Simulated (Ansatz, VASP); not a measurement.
Ni: VASP beside Ansatz

File INCAR:

```
SYSTEM = Ni
ALGO     = Normal         ! electronic algorithm
EDIFF    = 1E-6           ! SCF threshold, eV
ENCUT    = 520            ! plane-wave cutoff, eV
GGA      = RP             ! functional
ISIF     = 2              ! what is computed and relaxed
ISMEAR   = -1             ! smearing method
LASPH    = .True.         ! aspherical terms in the spheres
LCHARG   = .True.         ! write CHGCAR
LELF     = .True.         ! ELF
LREAL    = .False.        ! projectors in reciprocal space
LVHAR    = .True.       
LWAVE    = .False.        ! write WAVECAR
NBANDS   = 17             ! bands
NELM     = 80             ! most SCF steps
PREC     = Accurate       ! precision mode
SIGMA    = 0.1            ! smearing width, eV
```

Contents of KPOINTS:

```
k-points
0
Gamma
  16 16 9
  0 0 0
```

The input POSCAR:

```
Ni
1.0
    2.5717470489      0.0000000000      0.0000000000
   -1.2858735244      2.2271982764      0.0000000000
    0.0000000000      0.0000000000      4.2274445742
Ni
2
Direct
    0.3333333333      0.6666666667      0.2500000000
    0.6666666667      0.3333333333      0.7500000000
```

Input for Ansatz:

```yaml
crystal:
  lattice:
    - [2.5717470489, 0.0, 0.0]
    - [-1.2858735244, 2.2271982764, 0.0]
    - [0.0, 0.0, 4.2274445742]
  atoms:
    - { symbol: Ni, position: [0.3333333333, 0.6666666667, 0.25] }
    - { symbol: Ni, position: [0.6666666667, 0.3333333333, 0.75] }
hamiltonian:
  xc: rpbe
  pseudopotentials:
    kind: paw
    azcp:
      Ni: "pseudopotentials/Ni.paw.azcp"
basis:
  ecutwfc: 420
  fft_grid_basis: typed
kpoints:
  mp_grid: { grid: [16, 16, 9], shift: [0, 0, 0] }
magnetization:
  spin_polarized: false
scf:
  occupations: { method: fermi_dirac, width: 0.1 }
  lower_state_search: "off"
output:
  stress: true
```

Alike in both runs: task single point; functional RPBE; k mesh 16 × 16 × 9; occupations fermi-dirac, width 0.1 eV; no spin polarisation.

```csv
,VASP,Ansatz
version,VASP 6.6.1,Ansatz 0.2.0
potentials or method,"VASP PAW PBE potentials, release 64 (Ni)","plane waves (420 eV) with PAW, scalar-relativistic"
plane-wave cutoff (eV),520,420
valence electrons in the cell,20,36
```

VASP gave:

| Property | Result |
| --- | --- |
| pressure (GPa) | -11.0 |
| largest component of the traceless stress (GPa) | 0.10 |

Q: What did Ansatz give for the same quantities?

A: Pressure (GPa): -11.4; largest component of the traceless stress (GPa): 0.05.

The two sets of potentials don't hold the same shells in valence.

Caveats: the PAW data sets were made with another functional, which shifts forces and pressure a little (VASP); the run has no spin polarisation, though such a crystal can be magnetic. Spin polarisation is off, so any magnetic state and its effect on volume and gap are missing.
